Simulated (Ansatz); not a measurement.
# PtSe₂: zone-centre modes at 16 GPa

The calculation used DFT PBEsol, scalar-relativistic, plane waves, PAW in Ansatz. Cutoff 420 eV, 12×12×8 k-points (Γ-centred), Fermi-Dirac smearing of 0.15 eV. No spin polarisation. Phonons by linear response, acoustic sum rule imposed.

The cell, relaxed at 16 GPa:
```xyz
3
Lattice="3.6765 0.0000 0.0000 -1.8382 3.1839 0.0000 0.0000 0.0000 4.3644" Properties=species:S:1:pos:R:3 pbc="T T T"
Pt    0.0000    0.0000    0.0000
Se    0.0000    2.1226    1.2464
Se    1.8382    1.0613    3.1180
```

In a metal, frequencies and elastic constants depend on the k mesh and the smearing, soft modes and shear constants most. Spin–orbit coupling is left out, which matters for heavy elements. A semilocal functional can close a gap that the real compound has.

Optical modes at Γ; i marks an imaginary frequency:
```tsv
frequency (THz)	degeneracy
5.24	2
6.99	1
7.31	1
7.32	2
```

All 6 optical modes at Γ are real: no displacement of atoms at fixed cell lowers the energy to second order. Strains and modes at other wave vectors aren't tested by this run.

Cost: 1 run of about 3.9 core-minutes, on Arm Neoverse V2 (shared hosts).